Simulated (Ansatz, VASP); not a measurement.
# Pb: VASP beside Ansatz

The input INCAR:

```
SYSTEM = Pb
  PREC = Accurate
  ENCUT = 600
  EDIFF = 1E-6
  ISMEAR = 0
  SIGMA = 0.1
  LREAL = .FALSE.
  LASPH = .TRUE.
  NELM = 60
  ALGO = Fast
  ISIF = 3
  LWAVE = .FALSE.
  LCHARG = .FALSE.
  GGA = PS
  IBRION = 2
  NSW = 80
  EDIFFG = -0.01
```

Contents of KPOINTS:

```
regular mesh
0
G
  14 14 14
  0 0 0
```

The input POSCAR:

```
Pb
1.0
    0.0000000000      2.4695084960      2.4695084960
    2.4695084960      0.0000000000      2.4695084960
    2.4695084960      2.4695084960      0.0000000000
Pb
1
Direct
    0.0000000000      0.0000000000      0.0000000000
```

Input for Ansatz:

```yaml
crystal:
  lattice:
    - [0.0, 2.469508496, 2.469508496]
    - [2.469508496, 0.0, 2.469508496]
    - [2.469508496, 2.469508496, 0.0]
  atoms:
    - { symbol: Pb, position: [0.0, 0.0, 0.0] }
basis:
  ecutwfc: 420
kpoints:
  mp_grid: { grid: [14, 14, 14] }
hamiltonian:
  xc: pbesol
scf:
  occupations: { method: gaussian, width: 0.1 }
output:
  forces: true
  stress: true
  eigenvalues: true
relax:
  adjacent_minimum: "off"
  f_tol: 0.01
  max_steps: 60
  cell: { stress_tol: 0.1 }
```

Alike in both runs: task relaxation of cell and atoms; functional PBEsol; k mesh 14 × 14 × 14; occupations gaussian, width 0.1 eV; no spin polarisation.

|  | VASP | Ansatz |
| --- | --- | --- |
| version | VASP 6.6.1 | Ansatz 0.2.0 |
| potentials or method | VASP PAW PBE potentials, release 64 (Pb_d) | scalar-relativistic, plane waves, PAW |
| plane-wave cutoff (eV) | 600 | 420 |
| valence electrons in the cell | 14 | 14 |

```tsv
	VASP	Ansatz	Ansatz less VASP
gap on the k mesh at the Fermi level, each at its own relaxed structure (eV)	none	none	-
relaxed volume (Å³/atom)	30.05	30.04	-0.015
relaxed cell length with the largest relative difference (Å)	3.490	3.489	-0.0006
```

A gap of «none» marks a metal or a gap that the smearing closes.

Caveats: the PAW data sets were made with another functional, which shifts forces and pressure a little (VASP). The runs have no spin-orbit coupling, so splittings on Pb are missing.
